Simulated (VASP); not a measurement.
Set up this calculation in VASP 6.6.1, as the native input.

```yaml
Task: relaxation of cell and atoms
Functional: PBE
Dispersion: D3(BJ)
Potentials_or_basis: VASP PAW PBE potentials, release 64 (Al, Ni)
Cutoff: 600 eV
k_mesh: 14 × 14 × 14
Occupations: methfessel-paxton, width 0.1 eV
Spin: no spin polarisation
Further_INCAR_settings: ALGO = Normal; EDIFF = 1e-06; IBRION = 2; EDIFFG = -0.01; NSW = 90; ISIF = 3
```

The structure of AlNi lies in POSCAR:

```
AlNi
1.0
    2.8810000000      0.0000000000      0.0000000000
    0.0000000000      2.8810000000      0.0000000000
    0.0000000000      0.0000000000      2.8810000000
Al Ni
1 1
Direct
    0.0000000000      0.0000000000      0.0000000000
    0.5000000000      0.5000000000      0.5000000000
```

One way to write it, as run:

INCAR

```
SYSTEM = AlNi
  PREC = Accurate
  ENCUT = 600
  EDIFF = 1E-6
  ISMEAR = 1
  SIGMA = 0.1
  LREAL = .False.
  LASPH = .True.
  NELM = 80
  ALGO = Normal
  ISIF = 3
  LWAVE = .False.
  LCHARG = .False.
  GGA = PE
  IVDW = 12
  IBRION = 2
  NSW = 90
  EDIFFG = -0.01
```

KPOINTS

```
regular mesh
0
Gamma
  14 14 14
  0 0 0
```

Potentials or basis: VASP PAW PBE potentials, release 64 (Al, Ni).

Run with:

```console
$ cat potpaw_PBE.64/Al/POTCAR potpaw_PBE.64/Ni/POTCAR > POTCAR
$ mpirun -np 1 vasp_std > vasp.out
```

It gave:

The relaxed volume is 11.66 Å³/atom, the relaxed cell is a = 2.857 Å, b = 2.857 Å, c = 2.857 Å, α = 90.00°, β = 90.00°, γ = 90.00° and the space group after relaxing (to 0.05 Å) is Pm-3m (No. 221). The energy gained by relaxing is 3.9 meV/atom, the ionic steps are 3 and the pressure after relaxing is 0.0 GPa. The band gap on the k mesh is none (metal or under the smearing width). The dispersion energy per atom is -0.455 eV.

Caveat: pairwise dispersion overbinds metals, which lowers pressure and volume.

Wall time 37 s on 1 thread of Intel(R) Xeon(R) Platinum 8259CL CPU @ 2.50GHz (Skylake/Cascade Lake) (shared host), peak memory 0.18 GiB.
